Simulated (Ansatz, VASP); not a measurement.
**InAs in two plane-wave programs**

Wanted: the spread between two codes on one cell, functional and k mesh.

Program: Ansatz 0.2.0. Level of theory: plane waves, with VASP 6.6.1 beside it; single point at PBEsol. Results are calculated unless marked as measured.

The database entry behind the starting cell differs from later determinations by our own check (about 0.4 % short), so it need not match the best structure at ambient conditions.

## (1) Set-up

Symmetry: F-43m, No. 216, cubic system. The conventional cell has a = 6.036 Å, b = 6.036 Å, c = 6.036 Å, α = 90.00°, β = 90.00°, γ = 90.00°. In has 4 As at 2.61 Å nearest. As has 4 In at 2.61 Å nearest. Farther neighbours are not listed.

## (2) VASP: single point, PBEsol

With cell and atoms fixed, the geometry can't cause a difference; cores, projectors, grids and the points listed under the comparison can.

Lines of VASP's logs that name or quote its potential files are left out, and so is its time.

Contents of INCAR:

```
SYSTEM = InAs
PREC = Accurate
ENCUT = 400
EDIFF = 1E-07
NELM = 100
ISMEAR = 0
SIGMA = 0.01
LREAL = .FALSE.
ALGO = Normal
GGA = PS
NBANDS = 15
LORBIT = 11
LWAVE = .FALSE.
LCHARG = .FALSE.
KPAR = 2
```

Contents of POSCAR:

```
InAs
1.0
    0.0000000000      3.0180000000      3.0180000000
    3.0180000000      0.0000000000      3.0180000000
    3.0180000000      3.0180000000      0.0000000000
In As
1 1
Direct
    0.0000000000      0.0000000000      0.0000000000
    0.7500000000      0.7500000000      0.7500000000
```

Contents of KPOINTS:

```
Automatic mesh
0
Gamma
7 7 7
0 0 0
```

PAW data sets: In_d and As (PBE family, release 64).

On the command line:

```
$ mpirun -np 2 vasp_std
```

Numbers of over 12 decimals in the logs are rounded to 6 here.

Output:

```text
[banner, memory and clock lines left out]
running    2 mpi-ranks, on    1 nodes
 distrk:  each k-point on    1 cores,    2 groups
 distr:  one band on    1 cores,    1 groups

 POSCAR found type information on POSCAR InAs
 POSCAR found :  2 types and       2 ions
|                                                                             |
|               ----> ADVICE to this user running VASP <----                  |
|                                                                             |
|     You enforced a specific xc type in the INCAR file but a different       |
|     [... a line on the potential file left out ...]
|     I HOPE YOU KNOW WHAT YOU ARE DOING!                                     |
|                                                                             |

 LDA part: xc-table for (Slater+PW92), standard interpolation
 POSCAR, INCAR and KPOINTS ok, starting setup
 FFT: planning ... GRIDC
 FFT: planning ... GRID_SOFT
 FFT: planning ... GRID
 WAVECAR not read
 entering main loop
       N       E                     dE             d eps       ncg     rms          rms(c)
DAV:   1     0.105457273761E+03    0.10546E+03   -0.72296E+03   600   0.106E+03
DAV:   2    -0.186164702496E+01   -0.10732E+03   -0.10302E+03   649   0.277E+02
DAV:   3    -0.860463851699E+01   -0.67430E+01   -0.67167E+01   775   0.743E+01
DAV:   4    -0.876963392895E+01   -0.16500E+00   -0.16496E+00   746   0.128E+01
DAV:   5    -0.877608403465E+01   -0.64501E-02   -0.64500E-02   855   0.210E+00    0.449E+00
DAV:   6    -0.850670472919E+01    0.26938E+00   -0.41165E-01   915   0.122E+01    0.248E+00
DAV:   7    -0.847399333121E+01    0.32711E-01   -0.11300E-01   818   0.350E+00    0.697E-01
DAV:   8    -0.847239995427E+01    0.15934E-02   -0.12928E-02   775   0.137E+00    0.203E-01
DAV:   9    -0.847263146540E+01   -0.23151E-03   -0.87351E-04   698   0.263E-01    0.114E-01
DAV:  10    -0.847270178668E+01   -0.70321E-04   -0.12953E-04   900   0.177E-01    0.647E-02
DAV:  11    -0.847271983017E+01   -0.18043E-04   -0.54673E-05   663   0.111E-01    0.459E-02
DAV:  12    -0.847271996998E+01   -0.13982E-06   -0.51613E-06   674   0.281E-02    0.727E-03
DAV:  13    -0.847272001554E+01   -0.45555E-07   -0.12127E-06   796   0.615E-03    0.321E-03
DAV:  14    -0.847271994190E+01    0.73636E-07   -0.63882E-08   518   0.262E-03
   1 F= -.84727199E+01 E0= -.84726975E+01  d E =-.449744E-04
```

From OUTCAR (step 2):

```text
ion  position               nearest neighbor table
   1  0.000  0.000  0.000-   2 2.61   2 2.61   2 2.61   2 2.61
   2  0.750  0.750  0.750-   1 2.61   1 2.61   1 2.61   1 2.61

  LATTYP: Found a face centered cubic cell.
 ALAT       =     6.0360000000

 Subroutine GETGRP returns: Found 24 space group operations
 (whereof 24 operations were pure point group operations)

The static configuration has the point symmetry T_d .

 Found     20 irreducible k-points:

   k-points           NKPTS =     20   k-points in BZ     NKDIM =     20   number of bands    NBANDS=     15

   dimension x,y,z NGX =    28 NGY =   28 NGZ =   28
   dimension x,y,z NGXF=    56 NGYF=   56 NGZF=   56

   ENCUT  =  400.0 eV  29.40 Ry    5.42 a.u.   6.96  6.96  6.96*2*pi/ulx,y,z

   NELECT =      18.0000    total number of electrons

 k-points in reciprocal lattice and weights: Automatic mesh
   0.00000000  0.00000000  0.00000000       0.003
   0.14285714  0.00000000  0.00000000       0.023
   0.28571429  0.00000000  0.00000000       0.023
   0.42857143  0.00000000  0.00000000       0.023
   0.14285714  0.14285714  0.00000000       0.017
   0.28571429  0.14285714  0.00000000       0.070
   0.42857143  0.14285714  0.00000000       0.070
  -0.42857143  0.14285714  0.00000000       0.070
  -0.28571429  0.14285714  0.00000000       0.070
[...]
-0.42857143  0.42857143  0.14285714       0.070
  -0.28571429  0.42857143  0.14285714       0.070

 average (electrostatic) potential at core
       1 -96.3833       2 -49.4443

 E-fermi :   4.4356

 k-point     1 :       0.0000    0.0000    0.0000
  band No.  band energies     occupation
    ...
      6      -7.4946      2.00000
      7       4.1753      2.00000
      8       4.4326      1.33334
      9       4.4326      1.33334
     10       4.4326      1.33332
     11       8.2865      0.00000
     12       8.2865      0.00000
     13       8.2865      0.00000
     14      11.7749      0.00000
     15      14.1103      0.00000

 k-point     2 :       0.1429    0.0000    0.0000
  band No.  band energies     occupation
    ...
      5      -9.7861      2.00000
      6      -7.2808      2.00000
      7       2.2429      2.00000
      8       4.1844      2.00000
      9       4.1844      2.00000
     10       5.5689      0.00000
     11       8.5218      0.00000
     12       8.6417      0.00000
     13       8.6417      0.00000
     14      12.7695      0.00000
    ...

 k-point     3 :       0.2857    0.0000    0.0000
  band No.  band energies     occupation
    ...
      5      -9.7837      2.00000
      6      -6.7147      2.00000
      7       0.2077      2.00000
      8       3.7459      2.00000
      9       3.7459      2.00000
     10       5.5571      0.00000
     11       9.0679      0.00000
     12       9.0679      0.00000
     13       9.9574      0.00000
     14      12.5067      0.00000
    ...

  Total        0.5554288      0.5554288      0.5554288      0.0000000      0.0000000     -0.0000000
  in kB       16.1864390     16.1864390     16.1864390      0.0000000      0.0000000     -0.0000000
  external PRESSURE =      16.1864390 kB  Pullay stress =       0.0000000 kB

  energy-cutoff  :      400.00
  volume of cell :       54.98
      direct lattice vectors                 reciprocal lattice vectors
     0.000000000  3.018000000  3.018000000    -0.165672631  0.165672631  0.165672631
     3.018000000  0.000000000  3.018000000     0.165672631 -0.165672631  0.165672631
     3.018000000  3.018000000  0.000000000     0.165672631  0.165672631 -0.165672631

 POSITION                                       TOTAL-FORCE (eV/Angst)
 -----------------------------------------------------------------------------------
      0.00000      0.00000      0.00000         0.000000      0.000000      0.000000
      4.52700      4.52700      4.52700        -0.000000     -0.000000     -0.000000
 -----------------------------------------------------------------------------------
    total drift:                               -0.000000     -0.000000     -0.000000

  FREE ENERGIE OF THE ION-ELECTRON SYSTEM (eV)
  ---------------------------------------------------
  free  energy   TOTEN  =        -8.4727199419 eV

  energy  without entropy=       -8.4726749675  energy(sigma->0) =       -8.47269745

 total charge
# of ion       s       p       d       tot
------------------------------------------
    1        0.849   0.743   9.890  11.482
    2        1.222   1.567   0.023   2.812
--------------------------------------------------
tot          2.071   2.310   9.912  14.294

[... 3 further parts left out ...]
```

The run ends at a pressure of 1.62 GPa.

## (3) Ansatz: single point, PBEsol

Ansatz runs on its default PAW (the set named soft_2) files.

The same cell, functional, mesh and smearing now go to Ansatz, which takes its cutoff from its data sets.

Contents of input.yaml:

```yaml
crystal:
  lattice:
    - [0.0, 3.018, 3.018]
    - [3.018, 0.0, 3.018]
    - [3.018, 3.018, 0.0]
  atoms:
    - { symbol: In, position: [0.0, 0.0, 0.0] }
    - { symbol: As, position: [0.75, 0.75, 0.75] }
hamiltonian:
  xc: pbesol
  pseudopotentials: { kind: paw }
kpoints:
  mp_grid: { grid: [7, 7, 7] }
scf:
  occupations: { method: gaussian, width: 0.01 }
  n_extra_bands: 4
output:
  forces: true
  stress: true
  eigenvalues: true
```

On the command line:

```
$ ansatz run input.yaml --threads 2 --pin off --max-ram 4608MiB --backend cpu --events-out ev --progress --plain --runs-dir out
```

Output:

```text
scf.n_extra_bands = 4 over 14 filled bands (N_el = 28.0): the run solves 18 bands
Engine: ansatz 0.2.0, aarch64-unknown-linux-gnu
Pseudopotentials: kind: paw
Pseudopotential: In, paw, valence charge 13, recommended cutoff 420 eV (normal), In.paw.azcp
Pseudopotential: As, paw, valence charge 15, recommended cutoff 420 eV (normal), As.paw.azcp
Functional definition: PBEsol
  exchange = pbesol_x
  correlation = pbesol_c
Crystal: 2 atoms, lattice volume = 54.978 Å³
Basis set: ecut = 420 eV, 1067 PW (Γ), exchange–correlation on 60×60×60 points (8 copies of the dense FFT grid, shifted against one another)
Bands: 18, of which v1, the nominal top of the filled ones, is band 14 counted from 1 (13 counted from 0)
Symmetry: 24 space group operations
Space group: F-43m (ITA 216), of the structure as read, at distance tolerance 3.8e-5 Å
k-points: 20 of 343 (time reversal used)
Non-local potential: In, projectors of the file, l = 0: 2, l = 1: 2, l = 2: 2, l = 3: 2
Non-local potential: As, projectors of the file, l = 0: 2, l = 1: 2, l = 2: 3, l = 3: 1
PAW form: soft (Blöchl's): semilocal exchange-correlation on the pseudo side does not see the compensation charge
PAW frozen core: In, regenerated for the run's functional, and the local potential with it (the file was generated under x = pbe(κ = 0.804, μ = 0.219515), c = pbe(β = 0.066725))
PAW frozen core: As, regenerated for the run's functional, and the local potential with it (the file was generated under x = pbe(κ = 0.804, μ = 0.219515), c = pbe(β = 0.066725))
PAW one-centre angular grid: In, 590 points (default); XC on 64 Gauss nodes
PAW one-centre angular grid: As, 590 points (default); XC on 64 Gauss nodes
Initial density: superposition of atomic densities (neutral atoms: chi_scale 0, normalization atom), corrected by the library's trained network
Initial wavefunctions: pseudopotential atomic-orbital guess
Functional: x = pbesol(κ = 0.804, μ = 0.123457), c = pbesol(β = 0.046)
SCF iter   1: F=—  HF=-10338.820101 eV  |F-HF|=—  |Δ(HF+E_count)|=         —  Δρ=4.33e-3  dr2=1.71e-2  ethr=1.77e-3  ⟨swp⟩=6.0  Hψ=1777  notcnv=0
preconditioner: auto → none  [insulator: Δε(μ)=0.869 eV  Ē_g=14.648 eV  σ=0.010 eV  W_gap=0.67  n_scr=14 (ndim 8)  ℏωp=21.2 eV  f_vac=0.106  D(μ)=0.90/eV (n_scr^D=0)  ε∞_Penn≈3.1]
SCF iter   2: F=—  HF=-10338.813459 eV  |F-HF|=—  |Δ(HF+E_count)|=   6.64e-3  Δρ=1.38e-3  dr2=8.47e-4  ethr=6.11e-5  ⟨swp⟩=2.5  Hψ=716  notcnv=0
SCF iter   3: F=—  HF=-10338.813345 eV  |F-HF|=—  |Δ(HF+E_count)|=   1.14e-4  Δρ=4.63e-4  dr2=1.19e-4  ethr=3.02e-6  ⟨swp⟩=2.0  Hψ=720  notcnv=0
SCF iter   4: F=—  HF=-10338.813372 eV  |F-HF|=—  |Δ(HF+E_count)|=   2.76e-5  Δρ=1.95e-4  dr2=1.30e-5  ethr=4.27e-7  ⟨swp⟩=2.0  Hψ=438  notcnv=0
SCF iter   5: F=—  HF=-10338.813383 eV  |F-HF|=—  |Δ(HF+E_count)|=   1.08e-5  Δρ=1.37e-5  dr2=6.60e-8  ethr=4.63e-8  ⟨swp⟩=2.0  Hψ=423  notcnv=0
SCF iter   6: F=-10338.813383 eV  HF=-10338.813383 eV  |F-HF|=5.06e-9  |Δ(HF+E_count)|=   3.85e-8  Δρ=3.32e-6  dr2=4.26e-9  ethr=2.36e-10  ⟨swp⟩=2.2  Hψ=1270  notcnv=0
SCF 1 converged in 6 iterations: F = -10338.813383 eV  dr2 = 4.26e-9
  greatest PAW one-centre occupation: 0.999 electrons in one spin orbital (limit 2), on the As atom at site 1 (counted from 0), in its partial waves of l = 2
SCF converged after 6 iterations
Free energy (F): -10338.813383 eV
Harris-Foulkes:  -10338.813383 eV  (|F-HF|=5.06e-9)
Internal energy: -10338.813338 eV  (E = F + TS)
E sigma→0 (E₀):  -10338.813361 eV
Entropy (-TS):   -0.000045 eV (-0.022 meV/atom)
Fermi energy:    7.788357 eV
--- Per-component energies (eV) ---
  E_band       = -313.874705
  E_kinetic    = 347.470466
  E_local      = -3270.512413  (includes V_loc(G=0)·N_el)
  E_nonlocal   = -299.736723
  E_hartree    = 1580.468409
  E_xc         = -292.186722
  E_vxc        = -179.219981  (∫ρ·V_xc dr)
  E_paw        = -5877.719304  (= ΣΔE_a)
  E_vpaw       = -72.812913  (= ΣTr[D̂ρ^β])
  E_aug_tail   = 0.000034  (compensation charges beyond the density's cutoff)
  E_ewald      = -2527.799418
  E_core_change = 1.202331  (= ΣΔE_core)
  E_smearing   = -0.000045  (= −TS)
  E_closure    = -0.000000  (closes the sum)
  Σ components = -10338.813383   (vs F -10338.813383, Δ=0.00e0)
--- Forces (eV/Å), atoms counted from 1 ---
  atom   1  In    -0.00000000    -0.00000000    -0.00000000
  atom   2  As     0.00000000    -0.00000000     0.00000000
  max |Σ_I F_I| component: 2.20e-16 eV/Å
--- Stress (GPa, compression-positive) ---
        1.529657       0.000000      -0.000000
       -0.000000       1.529657       0.000000
        0.000000       0.000000       1.529657
  P = ⅓ Tr σ = 1.5297 GPa (15.297 kbar)
--- Band table (eV; the first three rows and the last of 20) ---
  k-point 0: bands = [... 10 lower, -4.1431, 7.5227, 7.7853, 7.7853, 7.7853, 11.6532, 11.6532, 11.6532]
  k-point 1: bands = [... 10 lower, -3.9295, 5.5965, 7.5381, 7.5381, 8.9211, 11.8835, 12.0079, 12.0079]
  k-point 2: bands = [... 10 lower, -3.3646, 3.5660, 7.1009, 7.1009, 8.9134, 12.4340, 12.4340, 13.3126]
  k-point 19: bands = [... 10 lower, -2.0964, 2.0637, 4.5028, 5.3877, 10.9278, 12.3866, 13.2740, 14.2632]
```

The job ended after 1.8 s (2 threads of Arm Neoverse N1, shared host; peak memory 0.3 GiB; 3.2 s of CPU time).

The run ends at a pressure of 1.53 GPa.

## (4) Side by side

Known differences besides the potentials themselves: the data sets hold 28 valence electrons in Ansatz (default PAW (the set named soft_2) files) and 18 in VASP; the cutoff is 420 eV in Ansatz and 400 eV in VASP; Ansatz makes its cores anew for this functional, VASP keeps those of its PBE data sets; VASP leaves aspherical gradient terms in its spheres out (LASPH is not set), Ansatz keeps them. Total energies have different zeros and are not compared.

Compared:

| quantity | Ansatz | VASP | difference |
| --- | --- | --- | --- |
| pressure (GPa) | 1.53 | 1.62 | -0.09 |

Ansatz's pressure holds a Pulay correction of 0.03 GPa; VASP's holds none.

## (5) Outcome

| Property | Result |
| --- | --- |
| difference in pressure (single point, PBEsol) | -0.089 GPa |

The difference in pressure is -0.089 GPa (single point, PBEsol), within the 1 GPa picked in this series as the mark of a large difference. How closely two codes agree says nothing of how well the functional describes the real material.

[Lines on the potential files, build, host, timing and source positions are cut from VASP's logs without a mark.]

[Logs are printed without paths, hosts, clocks, repeated set-up lines and the standing remarks that a program may print on its own settings, such as how far it seeks lower states.]

[Hosts, paths, dates, database ids (printed as entryN), source tags and the programs' standing remarks are cut or masked in the printed files.]
